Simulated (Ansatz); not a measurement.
# Re under changes of volume

One of the cells (14.714 Å³/atom); the others are scaled copies at fixed shape and fractional positions:

```
CELL_PARAMETERS angstrom
2.76080 0.00000 0.00000
-1.38040 2.39092 0.00000
0.00000 0.00000 4.45820
ATOMIC_POSITIONS crystal
Re 0.66667 0.33333 0.75000
Re 0.33333 0.66667 0.25000
```

| Quantity | Value |
| --- | --- |
| Program | Ansatz 0.2.0 |
| Functional | r2SCAN |
| Dispersion | D4 |
| Potentials or basis | Ansatz PAW |
| Cutoff | 500 eV (not typed: the program's choice for these potentials) |
| k mesh | 11 × 11 × 6 |
| Occupations | fermi-dirac, width 0.05 eV |
| Spin | no spin polarisation |

```tsv
volume (Å³/atom)	energy over the lowest point (meV/atom)	pressure (GPa)
13.831	56.83	24.7
14.125	21.05	14.7
14.420	?	?
14.714	0.00	-2.4
15.008	11.31	-9.6
15.303	35.18	-16.1
15.597	70.31	-21.9
```

Task: What does the run at 14.420 Å³/atom give?

Result: Energy over the lowest point 2.71 meV/atom; pressure 5.7 GPa.

Worked out: A Birch-Murnaghan fit of order 3 (a polynomial in V^(-2/3)) to the other rows has its minimum at 14.62 Å³/atom with B0 = V·E''(V) = 392 GPa and B' = 4.5 at fixed shape and positions, which overstates the stiffness. It gives 2.68 meV/atom at 14.420 Å³/atom, against the run's 2.71, and -dE/dV = 5.6 GPa, against 5.7.

Energies are extrapolated to zero smearing.

Caveats: pairwise dispersion overbinds metals, which lowers pressure and volume; the PAW data sets come from PBE, with cores solved anew for the run's functional, which leaves a small shift of forces and pressure.
